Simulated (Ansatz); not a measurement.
# CdF2: properties at the relaxed cell

The task here is to estimate one member of a computed series from the others.

Computed with Ansatz 0.2.0 (DFT PBE, scalar-relativistic, plane waves, PAW, unless a step's input says otherwise).

1 further run of the same task is left out (set aside as unsound or not needed).

## The system as given

Symmetry: Fm-3m, No. 225, cubic system. The conventional cell has a = 5.481 Å, b = 5.481 Å, c = 5.481 Å, α = 90.00°, β = 90.00°, γ = 90.00°. Around Cd (site symmetry m-3m) lie 8 F at 2.37 Å. Around F (site symmetry -43m) lie 4 Cd at 2.37 Å.

Structure file:

```cif
data_structure
_symmetry_space_group_name_H-M 'P 1'
_symmetry_Int_Tables_number 1
_cell_length_a 3.8760
_cell_length_b 3.8760
_cell_length_c 3.8760
_cell_angle_alpha 60.000
_cell_angle_beta 60.000
_cell_angle_gamma 60.000
_cell_volume 41.17
loop_
_atom_site_label
_atom_site_type_symbol
_atom_site_fract_x
_atom_site_fract_y
_atom_site_fract_z
_atom_site_occupancy
Cd1 Cd 0.00000 0.00000 0.00000 1
F1 F 0.25000 0.25000 0.25000 1
F2 F 0.75000 0.75000 0.75000 1
```

It is the result of an earlier relaxation at this level (volume 13.72 Å³/atom; gap on the mesh: 2.92 eV).

The first run:

The input, input.yaml:

```yaml
crystal:
  lattice:
    - [0.0, 2.7407380292, 2.7407380292]
    - [2.7407380292, 0.0, 2.7407380292]
    - [2.7407380292, 2.7407380292, 0.0]
  atoms:
    - { symbol: Cd, position: [0.0, 0.0, 0.0] }
    - { symbol: F, position: [0.25, 0.25, 0.25] }
    - { symbol: F, position: [0.75, 0.75, 0.75] }
basis:
  ecutwfc: 420
kpoints:
  mp_grid: { grid: [8, 8, 8] }
  band_path:
    path:
      - [[0.0, 0.0, 0.0], [0.5, 0.0, 0.5], [0.625, 0.25, 0.625]]
      - [[0.375, 0.375, 0.75], [0.0, 0.0, 0.0], [0.5, 0.5, 0.5], [0.5, 0.25, 0.75], [0.5, 0.0, 0.5]]
    npoints: 14
hamiltonian:
  xc: pbe
scf:
  occupations: { method: gaussian, width: 0.02 }
  n_extra_bands: 7
output:
  forces: true
  stress: true
  eigenvalues: true
  populations: true
  dos: { projected: true, de: 0.02, nscf_kmesh: { grid: [12, 12, 12] } }
  bader: true
  write_density: true
  write_potential: true
  elf: true
  volumetric_format: npy
```

Run with:

```
> ansatz run input.yaml --threads 1 --pin off --max-ram 2560MiB --backend cpu --events-out ev --progress --plain --runs-dir out
```

Steps of the session up to this table: Bands, states and charges; Seeking the band edges over the whole zone; Levels beside the edges; The cell scaled to 0.97 of its volume; Volume × 1.03; Point at V/V0 = 0.94; The cell scaled to 1.06 of its volume.

One of the session's tables, all rows but one given; the rest of the session is left out.

It belongs to the step «Fit of the equation of state». 

| volume (Å³/atom) | energy above the lowest point (meV/atom) | pressure (GPa) | gap on the mesh (eV) |
| --- | --- | --- | --- |
| 12.901 | 16.2 | 6.71 | 3.14 |
| 13.313 | 3.8 | 3.06 | 3.02 |
| 13.725 | 0.0 | 0.00 | 2.92 |
| 14.137 | ? | ? | ? |
| 14.548 | 12.8 | -4.73 | 2.71 |

Q: Estimate the row for volume (Å³/atom) = 14.137 from the others.

Worked estimate for «energy above the lowest point (meV/atom)». A straight line through the neighbours (13.725, 0.0) and (14.548, 12.8) gives 0.0 + (12.8 − 0.0) × (14.137 − 13.725) / (14.548 − 13.725) = 6.4; a parabola fitted to 3 rows on both sides gives 3.0.

**Answer.** energy above the lowest point (meV/atom): 3.4; pressure (GPa): -2.57; gap on the mesh (eV): 2.81. In «energy above the lowest point (meV/atom)» the line misses by +3.0 and the parabola by -0.4.
